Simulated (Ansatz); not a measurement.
# SiC3: a trial structure relaxed

Where does this trial cell of SiC3 go when cell and atoms are let free?

Program: Ansatz 0.2.0. Level of theory: DFT PBE, scalar-relativistic, plane waves, PAW. These are calculated values, not measurements.

### 1 The structure to begin with

It takes space group Pm-3m (No. 221, cubic). The conventional cell has a = 3.771 Å, b = 3.771 Å, c = 3.771 Å, α = 90.00°, β = 90.00°, γ = 90.00°. Si (site symmetry m-3m) is surrounded by 12 C at 2.67 Å. C (site symmetry 4/mmm) is surrounded by 4 Si at 2.67 Å and 8 C at 2.67 Å.

As a file:

```cif
data_structure
_symmetry_space_group_name_H-M 'Pm-3m'
_symmetry_Int_Tables_number 221
_cell_length_a 3.7713
_cell_length_b 3.7713
_cell_length_c 3.7713
_cell_angle_alpha 90.000
_cell_angle_beta 90.000
_cell_angle_gamma 90.000
_cell_volume 53.64
loop_
_atom_site_label
_atom_site_type_symbol
_atom_site_symmetry_multiplicity
_atom_site_Wyckoff_symbol
_atom_site_fract_x
_atom_site_fract_y
_atom_site_fract_z
_atom_site_occupancy
Si1 Si 1 b 0.50000 0.50000 0.50000 1
C1 C 3 d 0.00000 0.00000 0.50000 1
```

The start is an ordering of an alloy on its end members' structure types: elements ordered on the sites of the Ir type, Si/C on Ir (Pm-3m, No. 221).

### 2 Probe: one point on a coarse mesh

input.yaml reads:

```yaml
crystal:
  lattice:
    - [3.77130732, 0.0, 0.0]
    - [0.0, 3.77130732, 0.0]
    - [0.0, 0.0, 3.77130732]
  atoms:
    - { symbol: Si, position: [0.5, 0.5, 0.5] }
    - { symbol: C, position: [0.0, 0.0, 0.5] }
    - { symbol: C, position: [0.5, 0.0, 0.0] }
    - { symbol: C, position: [0.0, 0.5, 0.0] }
basis:
  ecutwfc: 420
kpoints:
  mp_grid: { grid: [4, 4, 4] }
hamiltonian:
  xc: pbe
scf:
  occupations: { method: gaussian, width: 0.1 }
  lower_state_search: "off"
output:
  forces: true
  stress: true
  eigenvalues: true
```

The run is started by

```console
ansatz run input.yaml --threads 1 --pin off --max-ram 2560MiB --backend cpu --events-out ev --progress --plain --runs-dir out
```

Log (excerpt; [...] marks lines left out):

```text
[...]
SCF converged after 6 iterations
Free energy (F): -1373.331799 eV
[...]
E sigma→0 (E₀):  -1373.319024 eV
Entropy (-TS):   -0.025550 eV (-6.388 meV/atom)
Fermi energy:    5.376670 eV
[...]
--- Forces (eV/Å), atoms counted from 1 ---
  atom   1  Si     0.00000000     0.00000000     0.00000000
  atom   2  C      0.00000000    -0.00000000    -0.00000000
  atom   3  C      0.00000000    -0.00000000     0.00000000
  atom   4  C      0.00000000    -0.00000000     0.00000000
[...]
--- Stress (GPa, compression-positive) ---
      -26.134261      -0.000000       0.000000
        0.000000     -26.134261       0.000000
       -0.000000      -0.000000     -26.134261
  P = ⅓ Tr σ = -26.1343 GPa (-261.343 kbar)
--- Band table (eV; the first three rows and the last of 10) ---
  k-point 0: bands = ["-8.0362", "-1.8403", "-1.8403", "1.5112", "1.5112", "1.5112", "2.0515", "6.2644", "6.2644", "6.2644", "7.5983", "7.5983"]
[...]
```

Run time: 1 s. Hardware: 1 thread of Intel Xeon at 2.70GHz, shared host; peak memory 0.29 GiB.

Read-out: pressure -26.1 GPa, largest force 0.00 eV/Å, gap on this mesh none (metal). A guess like this is first relaxed loosely on the coarse mesh.

### 3 Spin check on a coarse mesh

input.yaml: that of step 2 with these lines changed.

```diff
@@ -7,5 +7,5 @@
     - { symbol: Si, position: [0.5, 0.5, 0.5] }
-    - { symbol: C, position: [0.0, 0.0, 0.5] }
-    - { symbol: C, position: [0.5, 0.0, 0.0] }
-    - { symbol: C, position: [0.0, 0.5, 0.0] }
+    - { symbol: C, position: [0.0, 0.0, 0.5], spin: 1.0 }
+    - { symbol: C, position: [0.5, 0.0, 0.0], spin: 1.0 }
+    - { symbol: C, position: [0.0, 0.5, 0.0], spin: 1.0 }
 basis:
@@ -23 +23,4 @@
   eigenvalues: true
+  populations: true
+magnetization:
+  spin_polarized: true
```

The run is started by

```console
ansatz run input.yaml --threads 1 --pin off --max-ram 2560MiB --backend cpu --events-out ev --progress --plain --runs-dir out
```

Log (excerpt; [...] marks lines left out):

```text
[...]
SCF converged after 19 iterations
Magnetization: 0.2210 μB (8.1105 up, 7.8895 down)
Absolute magnetization: 0.2311 μB (∫|ρ↑−ρ↓|, with the PAW one-centre terms)
Spin contamination: 0.0002 ħ² per cell (⟨S²⟩ above its minimum at these occupations)
[...]
--- Band table (eV; the first three rows and the last of 20) ---
  k-point 0 ↑: bands = ["-8.0718", "-1.8958", "-1.8958", "1.4750", "1.4750", "1.4750", "2.0476", "6.1991", "6.1991", "6.1991", "7.5696", "7.5696", "7.5696", "12.1677"]
[...]
--- Löwdin populations: 4 sites ---
  site symbol       q [e]    m [muB]
     0     Si      3.3335    -0.0149
     1      C      4.1904     0.0774
     2      C      4.1904     0.0774
     3      C      4.1904     0.0774
  spilling = 0.005949 (of n_electrons = 16.000000)
```

Run time: 3.4 s. Hardware: 1 thread of Intel Xeon at 2.70GHz, shared host; peak memory 0.3 GiB.

Per atom:

```
atom  moment in the atom's sphere (μB)  Löwdin electrons
 Si1                              0.00              3.33
  C2                              0.07              4.19
  C3                              0.07              4.19
  C4                              0.07              4.19
```

The same cell is solved with trial moments on C. The largest site moment that stays is 0.07 μB and the cell's total 0.22 μB. The workflow keeps spin only above 0.25 μB on a site, so the next run goes without spin.

### 4 Rough relaxation on the coarse mesh

input.yaml reads:

```yaml
crystal:
  lattice:
    - [3.77130732, 0.0, 0.0]
    - [0.0, 3.77130732, 0.0]
    - [0.0, 0.0, 3.77130732]
  atoms:
    - { symbol: Si, position: [0.5, 0.5, 0.5] }
    - { symbol: C, position: [0.0, 0.0, 0.5] }
    - { symbol: C, position: [0.5, 0.0, 0.0] }
    - { symbol: C, position: [0.0, 0.5, 0.0] }
basis:
  ecutwfc: 420
kpoints:
  mp_grid: { grid: [4, 4, 4] }
hamiltonian:
  xc: pbe
scf:
  occupations: { method: gaussian, width: 0.1 }
  lower_state_search: "off"
output:
  forces: true
  stress: true
  eigenvalues: true
relax:
  adjacent_minimum: "off"
  f_tol: 0.04
  max_steps: 70
  cell: { stress_tol: 0.4 }
```

The run is started by

```console
ansatz run input.yaml --threads 1 --pin off --max-ram 2560MiB --backend cpu --events-out ev --progress --plain --runs-dir out
```

Log:

```text
Warning: RAYON_NUM_THREADS=1 ignored (pool sized by the plan → 1); use --threads N
Engine: ansatz 0.2.0, x86_64-unknown-linux-gnu
Pseudopotentials: kind: paw
Pseudopotential: Si, paw, valence charge 4, recommended cutoff 420 eV (normal), Si.paw.azcp
Pseudopotential: C, paw, valence charge 4, recommended cutoff 420 eV (normal), C.paw.azcp
Functional definition: PBE
  parameter kappa = 0.804
  parameter beta = 0.06672455060314922
  exchange = pbe_x(kappa = kappa, mu = beta*pi^2/3)
  correlation = pbe_c(beta = beta)
Crystal: 4 atoms, lattice volume = 53.638 Å³
Basis set: ecut = 420 eV, 1021 PW (Γ), exchange–correlation on 54×54×54 points (8 copies of the dense FFT grid, shifted against one another)
Bands: 12, of which v1, the nominal top of the filled ones, is band 8 counted from 1 (7 counted from 0)
Symmetry: 48 space group operations
Space group: Pm-3m (ITA 221), of the structure as read, at distance tolerance 3.8e-5 Å
k-points: 10 of 64
Non-local potential: Si, projectors of the file, l = 0: 2, l = 1: 2, l = 2: 2
Non-local potential: C, projectors of the file, l = 0: 2, l = 1: 2, l = 2: 1
PAW form: soft (Blöchl's): semilocal exchange-correlation on the pseudo side does not see the compensation charge
PAW one-centre angular grid: Si, 110 points (default); XC on 64 Gauss nodes
PAW one-centre angular grid: C, 110 points (default); XC on 64 Gauss nodes
Initial density: superposition of atomic densities (neutral atoms: chi_scale 0, normalization atom), corrected by the library's trained network
Initial wavefunctions: pseudopotential atomic-orbital guess
Functional: x = pbe(κ = 0.804, μ = 0.2195149727645171), c = pbe(β = 0.06672455060314922)
SCF iter   1: F=—  HF=-1373.354073 eV  |F-HF|=—  |Δ(HF+E_count)|=         —  Δρ=7.84e-3  dr2=8.13e-2  ethr=1.77e-3  ⟨swp⟩=5.4  Hψ=663  notcnv=0
preconditioner: auto → none  [insulator: Δε(μ)=0.598 eV  Ē_g=6.875 eV  σ=0.100 eV  W_gap=0.63  n_scr=6 (ndim 8)  ℏωp=20.3 eV  f_vac=0.000  D(μ)=5.16/eV (n_scr^D=80)  ε∞_Penn≈9.7]
SCF iter   2: F=—  HF=-1373.332111 eV  |F-HF|=—  |Δ(HF+E_count)|=   2.20e-2  Δρ=2.57e-3  dr2=2.98e-3  ethr=5.08e-4  ⟨swp⟩=2.2  Hψ=239  notcnv=0
SCF iter   3: F=—  HF=-1373.331694 eV  |F-HF|=—  |Δ(HF+E_count)|=   4.17e-4  Δρ=9.45e-4  dr2=3.11e-4  ethr=1.86e-5  ⟨swp⟩=2.8  Hψ=206  notcnv=0
SCF iter   4: F=—  HF=-1373.331804 eV  |F-HF|=—  |Δ(HF+E_count)|=   1.10e-4  Δρ=1.27e-4  dr2=4.60e-6  ethr=1.94e-6  ⟨swp⟩=2.8  Hψ=204  notcnv=0
SCF iter   5: F=—  HF=-1373.331799 eV  |F-HF|=—  |Δ(HF+E_count)|=   5.38e-6  Δρ=7.74e-6  dr2=3.23e-8  ethr=2.87e-8  ⟨swp⟩=2.2  Hψ=191  notcnv=0
SCF iter   6: F=-1373.331799 eV  HF=-1373.331799 eV  |F-HF|=5.61e-10  |Δ(HF+E_count)|=  2.11e-11  Δρ=1.32e-6  dr2=4.93e-10  ethr=2.02e-10  ⟨swp⟩=2.0  Hψ=407  notcnv=0
SCF 1 converged in 6 iterations: F = -1373.331799 eV  dr2 = 4.93e-10
relax step   1: F+E_penalty+E_count = -1373.33179910 eV  Δ(F+E_penalty+E_count) = +0.000e0 eV  max|allowed force component| = 1.832e-30 eV/Å  Δτ_max = 0.0000 Å  P = -26.134 GPa  Ω = 53.638 Å³  (6 SCF iters, dr2 threshold 1.00e-7 eV, accepted)
Crystal: 4 atoms, lattice volume = 46.170 Å³
Basis set: ecut = 420 eV, 895 PW (Γ), exchange–correlation on 54×54×54 points (8 copies of the dense FFT grid, shifted against one another)
Initial density: handed on by an earlier stage of this run
Initial wavefunctions: those handed on with the density
iter 1 solved again at ethr=2.17e-4 eV; its pass at ethr=3.10e-3 eV (dr2=3.48e-2 eV) is discarded
SCF iter   1: F=—  HF=-1374.497609 eV  |F-HF|=—  |Δ(HF+E_count)|=         —  Δρ=9.03e-3  dr2=3.47e-2  ethr=2.17e-4  ⟨swp⟩=1.0  Hψ=924  notcnv=0
preconditioner: auto → none  [metal: Δε(μ)=0.043 eV  Ē_g=7.350 eV  σ=0.100 eV  W_gap=0.23  n_scr=6 (ndim 8)  ℏωp=21.9 eV  f_vac=0.000  D(μ)=8.34/eV (n_scr^D=146)]
SCF iter   2: F=—  HF=-1374.489641 eV  |F-HF|=—  |Δ(HF+E_count)|=   7.97e-3  Δρ=2.33e-3  dr2=3.18e-3  ethr=2.17e-4  ⟨swp⟩=1.3  Hψ=139  notcnv=0
SCF iter   3: F=—  HF=-1374.489102 eV  |F-HF|=—  |Δ(HF+E_count)|=   5.39e-4  Δρ=4.60e-4  dr2=7.32e-5  ethr=1.99e-5  ⟨swp⟩=2.4  Hψ=187  notcnv=0
SCF iter   4: F=—  HF=-1374.489116 eV  |F-HF|=—  |Δ(HF+E_count)|=   1.44e-5  Δρ=9.65e-5  dr2=1.57e-6  ethr=4.58e-7  ⟨swp⟩=2.5  Hψ=205  notcnv=0
iter 5 did not close the SCF: its close was put off for the readings that it lacked (scf_convergence_deferred on its scf_iter line)
SCF iter   5: F=-1374.489118 eV  HF=-1374.489118 eV  |F-HF|=3.59e-10  |Δ(HF+E_count)|=   1.28e-6  Δρ=3.92e-6  dr2=5.16e-9  ethr=9.81e-9  ⟨swp⟩=2.7  Hψ=209  notcnv=0
SCF iter   6: F=-1374.489118 eV  HF=-1374.489118 eV  |F-HF|=1.82e-12  |Δ(HF+E_count)|=   2.47e-9  Δρ=2.39e-7  dr2=1.64e-11  ethr=3.22e-11  ⟨swp⟩=1.0  Hψ=374  notcnv=0
SCF 2 converged in 6 iterations: F = -1374.489118 eV  dr2 = 1.64e-11
relax step   2: F+E_penalty+E_count = -1374.48911753 eV  Δ(F+E_penalty+E_count) = -1.157e0 eV  max|allowed force component| = 8.669e-31 eV/Å  Δτ_max = 0.0000 Å  P = -24.237 GPa  Ω = 46.170 Å³  energy of the carried Pulay correction = +1.070e-2 eV  (6 SCF iters, dr2 threshold 4.00e-7 eV, accepted)
Crystal: 4 atoms, lattice volume = 39.429 Å³
Basis set: ecut = 420 eV, 751 PW (Γ), exchange–correlation on 54×54×54 points (8 copies of the dense FFT grid, shifted against one another)
iter 1 solved again at ethr=8.05e-4 eV; its pass at ethr=3.10e-3 eV (dr2=1.29e-1 eV) is discarded
SCF iter   1: F=—  HF=-1375.613640 eV  |F-HF|=—  |Δ(HF+E_count)|=         —  Δρ=1.87e-2  dr2=1.28e-1  ethr=8.05e-4  ⟨swp⟩=1.0  Hψ=894  notcnv=0
preconditioner: auto → none  [insulator: Δε(μ)=0.312 eV  Ē_g=8.225 eV  σ=0.100 eV  W_gap=0.67  n_scr=6 (ndim 8)  ℏωp=23.7 eV  f_vac=0.000  D(μ)=3.41/eV (n_scr^D=32)  ε∞_Penn≈9.3]
SCF iter   2: F=—  HF=-1375.581348 eV  |F-HF|=—  |Δ(HF+E_count)|=   3.23e-2  Δρ=6.11e-3  dr2=1.19e-2  ethr=8.00e-4  ⟨swp⟩=2.6  Hψ=177  notcnv=0
SCF iter   3: F=—  HF=-1375.578252 eV  |F-HF|=—  |Δ(HF+E_count)|=   3.10e-3  Δρ=6.57e-4  dr2=1.40e-4  ethr=7.44e-5  ⟨swp⟩=2.3  Hψ=200  notcnv=0
SCF iter   4: F=—  HF=-1375.578279 eV  |F-HF|=—  |Δ(HF+E_count)|=   2.75e-5  Δρ=1.37e-4  dr2=3.52e-6  ethr=8.75e-7  ⟨swp⟩=2.0  Hψ=187  notcnv=0
iter 5 did not close the SCF: its close was put off for the readings that it lacked (scf_convergence_deferred on its scf_iter line)
SCF iter   5: F=-1375.578282 eV  HF=-1375.578282 eV  |F-HF|=6.38e-9  |Δ(HF+E_count)|=   3.29e-6  Δρ=1.04e-5  dr2=2.75e-8  ethr=2.20e-8  ⟨swp⟩=2.1  Hψ=202  notcnv=0
SCF iter   6: F=-1375.578282 eV  HF=-1375.578282 eV  |F-HF|=7.03e-11  |Δ(HF+E_count)|=   4.85e-9  Δρ=8.31e-7  dr2=9.39e-11  ethr=1.72e-10  ⟨swp⟩=1.6  Hψ=374  notcnv=0
SCF 3 converged in 6 iterations: F = -1375.578282 eV  dr2 = 9.39e-11
relax step   3: F+E_penalty+E_count = -1375.57828241 eV  Δ(F+E_penalty+E_count) = -1.089e0 eV  max|allowed force component| = 2.202e-30 eV/Å  Δτ_max = 0.0000 Å  P = -22.396 GPa  Ω = 39.429 Å³  energy of the carried Pulay correction = +2.184e-2 eV  (6 SCF iters, dr2 threshold 4.00e-7 eV, accepted)
[... 12 lines left out ...]
relax step   4: F+E_penalty+E_count = -1376.17182640 eV  Δ(F+E_penalty+E_count) = -5.935e-1 eV  max|allowed force component| = 5.670e-31 eV/Å  Δτ_max = 0.0000 Å  P = -4.800 GPa  Ω = 33.379 Å³  energy of the carried Pulay correction = +3.331e-2 eV  (6 SCF iters, dr2 threshold 4.00e-7 eV, accepted)
[... 12 lines left out ...]
relax step   5: F+E_penalty+E_count = -1376.18784615 eV  Δ(F+E_penalty+E_count) = -1.602e-2 eV  max|allowed force component| = 3.451e-31 eV/Å  Δτ_max = 0.0000 Å  P = +1.815 GPa  Ω = 32.040 Å³  energy of the carried Pulay correction = +3.606e-2 eV  (6 SCF iters, dr2 threshold 4.00e-7 eV, accepted)
[... 12 lines left out ...]
relax step   6: F+E_penalty+E_count = -1376.18902864 eV  Δ(F+E_penalty+E_count) = -1.182e-3 eV  max|allowed force component| = 1.578e-30 eV/Å  Δτ_max = 0.0000 Å  P = -0.067 GPa  Ω = 32.396 Å³  energy of the carried Pulay correction = +3.532e-2 eV  (6 SCF iters, dr2 threshold 4.00e-7 eV, accepted)
[... 12 lines left out ...]
relax step   7: F+E_penalty+E_count = -1376.18137381 eV  Δ(F+E_penalty+E_count) = +7.655e-3 eV  max|allowed force component| = 2.465e-30 eV/Å  Δτ_max = 0.0000 Å  P = -0.407 GPa  Ω = 32.396 Å³  stress off target by 4.07e-1 GPa  SCF on the basis re-selected at this cell (its energy is not comparable with the rows above)  (6 SCF iters)
[... 14 lines left out ...]
relax step   8: F+E_penalty+E_count = -1376.18166607 eV  Δ(F+E_penalty+E_count) = -2.923e-4 eV  max|allowed force component| = 3.123e-31 eV/Å  Δτ_max = 0.0000 Å  P = +0.002 GPa  Ω = 32.319 Å³  energy of the carried Pulay correction = +1.937e-4 eV  (6 SCF iters, dr2 threshold 4.00e-7 eV, accepted)
iter 1 solved again at ethr=4.99e-8 eV; its pass at ethr=3.10e-3 eV (dr2=7.98e-6 eV) is discarded
SCF iter   1: F=—  HF=-1376.181384 eV  |F-HF|=—  |Δ(HF+E_count)|=         —  Δρ=1.98e-5  dr2=2.20e-8  ethr=4.99e-8  ⟨swp⟩=3.0  Hψ=1063  notcnv=0
preconditioner: auto → none  [metal: Δε(μ)=0.035 eV  Ē_g=9.576 eV  σ=0.100 eV  W_gap=0.19  n_scr=6 (ndim 8)  ℏωp=26.1 eV  f_vac=0.000  D(μ)=2.51/eV (n_scr^D=26)]
SCF iter   2: F=—  HF=-1376.181376 eV  |F-HF|=—  |Δ(HF+E_count)|=   8.10e-6  Δρ=9.60e-6  dr2=3.61e-9  ethr=1.37e-10  ⟨swp⟩=2.2  Hψ=203  notcnv=0
iter 3 did not close the SCF: its close was put off for the readings that it lacked (scf_convergence_deferred on its scf_iter line)
SCF iter   3: F=-1376.181376 eV  HF=-1376.181376 eV  |F-HF|=4.19e-10  |Δ(HF+E_count)|=   1.47e-8  Δρ=1.64e-6  dr2=1.40e-10  ethr=2.25e-11  ⟨swp⟩=2.0  Hψ=194  notcnv=0
iter 4 did not close the SCF: its close was put off for the readings that it lacked (scf_convergence_deferred on its scf_iter line)
SCF iter   4: F=-1376.181376 eV  HF=-1376.181376 eV  |F-HF|=2.73e-12  |Δ(HF+E_count)|=  4.48e-10  Δρ=1.90e-7  dr2=4.28e-12  ethr=1.00e-12  ⟨swp⟩=2.8  Hψ=211  notcnv=0
iter 5 did not close the SCF: its close was put off for the readings that it lacked (scf_convergence_deferred on its scf_iter line)
SCF iter   5: F=-1376.181376 eV  HF=-1376.181376 eV  |F-HF|=6.82e-13  |Δ(HF+E_count)|=  4.32e-12  Δρ=2.73e-8  dr2=2.30e-13  ethr=1.00e-12  ⟨swp⟩=1.0  Hψ=120  notcnv=0
iter 6 did not close the SCF: its close was put off for the readings that it lacked (scf_convergence_deferred on its scf_iter line)
SCF iter   6: F=-1376.181376 eV  HF=-1376.181376 eV  |F-HF|=6.82e-13  |Δ(HF+E_count)|=  6.82e-13  Δρ=5.31e-9  dr2=1.76e-15  ethr=1.00e-12  ⟨swp⟩=1.0  Hψ=120  notcnv=0
SCF iter   7: F=-1376.181376 eV  HF=-1376.181376 eV  |F-HF|=4.55e-13  |Δ(HF+E_count)|=  4.55e-13  Δρ=1.12e-9  dr2=6.26e-16  ethr=1.00e-12  ⟨swp⟩=1.0  Hψ=280  notcnv=0
SCF 9 converged in 7 iterations: F = -1376.181376 eV  dr2 = 6.26e-16
relax step   9: F+E_penalty+E_count = -1376.18137572 eV  Δ(F+E_penalty+E_count) = +2.903e-4 eV  max|allowed force component| = 5.916e-31 eV/Å  Δτ_max = 0.0000 Å  P = -0.008 GPa  Ω = 32.319 Å³  stress off target by 7.69e-3 GPa  SCF on the basis re-selected at this cell (its energy is not comparable with the rows above)  (7 SCF iters)
basis re-selected at this cell: Δ(F+E_penalty+E_count) = +2.903e-4 eV, ΔP = -0.009 GPa vs the last step (what re-selecting the basis moved, of the pressure what is left beyond the Pulay correction that the steps carried, after the strain that the cell walked since its last selection, with what the two solves' SCF thresholds leave and, on support functions, any second-order correction that the steps lacked; it is no measure of the basis error at this ecutwfc). This SCF's stress stands 7.69e-3 GPa from its target on what of the cell is left free (relax.cell.stress_tol is 4.00e-1 GPa) and its largest allowed force component is 5.92e-31 eV/Å (relax.f_tol is 4.00e-2 eV/Å): within both
SCF converged after 7 iterations
Free energy (F): -1376.181376 eV
Harris-Foulkes:  -1376.181376 eV  (|F-HF|=4.55e-13)
Internal energy: -1376.168825 eV  (E = F + TS)
E sigma→0 (E₀):  -1376.175100 eV
Entropy (-TS):   -0.012551 eV (-3.138 meV/atom)
Fermi energy:    12.187735 eV
--- Per-component energies (eV) ---
  E_band       = 80.137198
  E_kinetic    = 286.594532
  E_local      = -135.232794  (includes V_loc(G=0)·N_el)
  E_nonlocal   = 108.387319
  E_hartree    = 29.425186
  E_xc         = -197.313890
  E_vxc        = -222.921681  (∫ρ·V_xc dr)
  E_paw        = -804.779113  (= ΣΔE_a)
  E_vpaw       = -15.540563  (= ΣTr[D̂ρ^β])
  E_aug_tail   = 0.000013  (compensation charges beyond the density's cutoff)
  E_ewald      = -663.250079
  E_smearing   = -0.012551  (= −TS)
  E_closure    = 0.000000  (closes the sum)
  Σ components = -1376.181376   (vs F -1376.181376, Δ=0.00e0)
--- Forces (eV/Å), atoms counted from 1 ---
  atom   1  Si     0.00000000    -0.00000000    -0.00000000
  atom   2  C      0.00000000    -0.00000000    -0.00000000
  atom   3  C     -0.00000000     0.00000000     0.00000000
  atom   4  C      0.00000000     0.00000000     0.00000000
  max |Σ_I F_I| component: 7.89e-31 eV/Å
--- Stress (GPa, compression-positive) ---
       -0.007687       0.000000       0.000000
        0.000000      -0.007687      -0.000000
        0.000000      -0.000000      -0.007687
  P = ⅓ Tr σ = -0.0077 GPa (-0.077 kbar)
--- Band table (eV; the first three rows and the last of 10) ---
  k-point 0: bands = ["-6.3236", "5.3317", "5.3317", "5.4056", "5.4056", "5.4056", "10.7844", "13.3881", "13.3881", "13.3881", "15.8261", "15.8261"]
  k-point 1: bands = ["-5.5246", "0.6766", "5.8463", "6.1681", "6.1681", "8.5536", "11.6144", "11.7308", "11.7308", "13.6677", "14.2299", "15.4832"]
  k-point 2: bands = ["-3.3511", "-2.9376", "6.6502", "7.9586", "7.9586", "8.9753", "8.9753", "9.9094", "10.0439", "12.1779", "15.8447", "15.8447"]
  k-point 9: bands = ["1.9393", "1.9393", "1.9393", "3.2925", "3.2925", "3.2925", "3.8833", "6.6115", "17.2388", "17.2388", "17.2388", "17.7100"]
--- Relaxed structure (7 steps of the walk, 7 accepted, 2 SCFs on fresh bases) ---
  F+E_penalty+E_count = -1376.18137572 eV   max|allowed force component| = 5.916e-31 eV/Å   (the final SCF, on the basis selected at the relaxed cell)
  cell:  # Å, volume = 32.3186 Å³
    - [3.1853029467793688, 1.829633447167874e-33, -5.216060266048765e-34]
    - [1.829633447167874e-33, 3.1853029467793688, 0.0]
    - [-2.6481536735324497e-34, 0.0, 3.1853029467793688]
  atoms:
    - { symbol: Si, position: [0.5, 0.5, 0.5] }
    - { symbol: C, position: [5.153342935100004e-36, -3.6572111152368906e-37, 0.5] }
    - { symbol: C, position: [0.5, -6.317001017220507e-37, 1.3298949509874438e-37] }
    - { symbol: C, position: [5.153342935103607e-36, 0.5, 1.329894950988931e-37] }
```

Run time: 8.4 s. Hardware: 1 thread of Intel Xeon at 2.70GHz, shared host; peak memory 0.31 GiB.

The steps of the relaxation:

| step | energy from step 1 (eV/cell) | largest force component (eV/Å) | pressure (GPa) | volume (Å³) |
| --- | --- | --- | --- | --- |
| 1 | 0.0000 | 0.0000 | -26.13 | 53.64 |
| 2 | -1.1573 | 0.0000 | -24.24 | 46.17 |
| 3 | -2.2465 | 0.0000 | -22.40 | 39.43 |
| 4 | -2.8400 | 0.0000 | -4.80 | 33.38 |
| 5 | -2.8560 | 0.0000 | 1.82 | 32.04 |
| 6 | -2.8572 | 0.0000 | -0.07 | 32.40 |
| 7 | -2.8496 | 0.0000 | -0.41 | 32.40 |
| 8 | -2.8499 | 0.0000 | 0.00 | 32.32 |
| 9 | -2.8496 | 0.0000 | -0.01 | 32.32 |

Step 1 is the start. Steps 7, 9 each repeat the geometry before them on a plane-wave basis chosen anew, so the energy can jump there without any move.

|  | before | after | change |
| --- | --- | --- | --- |
| a (Å) | 3.771 | 3.185 | -15.5 % |
| b (Å) | 3.771 | 3.185 | -15.5 % |
| c (Å) | 3.771 | 3.185 | -15.5 % |
| volume (Å³/atom) | 13.41 | 8.08 | -39.7 % |
| shortest distance (Å) | 2.667 | 2.252 | -15.5 % |
| space group (0.01 Å) | Pm-3m | Pm-3m | same |

Forces and stress were held to the start's 48 operations: a distortion of lower symmetry was not tested.

[end of part 1 of 2]
